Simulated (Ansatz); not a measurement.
## C (Fd-3m), two-dimensional strain map

These are results of DFT PBEsol, scalar-relativistic, plane waves, PAW (Ansatz), not measurements. Cutoff 420 eV, Γ-centred 12×12×12 k-points, Gaussian smearing of 0.05 eV. No spin polarisation. Energies are free energies at this smearing, counted from the undisturbed cell; pressure is positive in compression.

The starting cell (relaxed at this level):

```
CELL_PARAMETERS angstrom
0.00000 1.77690 1.77690
1.77690 0.00000 1.77690
1.77690 1.77690 0.00000
ATOMIC_POSITIONS crystal
C 0.50000 0.50000 0.50000
C 0.75000 0.75000 0.75000
```

The cell is strained by p along both x and y and by q along z, fractional coordinates fixed. Points are written (p, q).

Energy above the undisturbed cell in meV/atom (a dash: not computed):

| p \ q | -0.080 | -0.040 | 0.000 | 0.040 | 0.080 |
| --- | --- | --- | --- | --- | --- |
| -0.080 | 564.3 | 400.2 | 319.9 | 315.0 | 377.2 |
| -0.040 | 253.8 | 126.4 | 73.6 | 88.1 | 162.8 |
| 0.000 | 128.5 | 31.1 | 0.0 | 29.0 | 111.9 |
| 0.040 | 149.4 | 76.5 | 62.5 | 102.1 | 189.7 |
| 0.080 | 284.2 | 231.3 | 230.9 | 277.8 | 367.8 |

Pressure in GPa:

```csv
p \ q,-0.080,-0.040,0.000,0.040,0.080
-0.080,176.3,135.7,101.3,72.2,47.9
-0.040,100.0,68.8,42.6,20.7,2.5
0.000,43.6,19.8,0.0,-16.4,-29.8
0.040,2.4,-15.7,-30.5,-42.5,-52.2
0.080,-27.2,-40.8,-51.7,-60.4,-67.3
```

Gap on the k-mesh in eV:

```
 p \ q  -0.080  -0.040  0.000  0.040  0.080
-0.080    4.69    3.94   3.28   2.67   2.12
-0.040    3.26    4.37   3.72   3.13   2.59
 0.000    2.07    3.11   4.07   3.49   2.97
 0.040    1.08    2.06   2.96   3.80   3.29
 0.080    0.25    1.18   2.02   2.81   3.56
```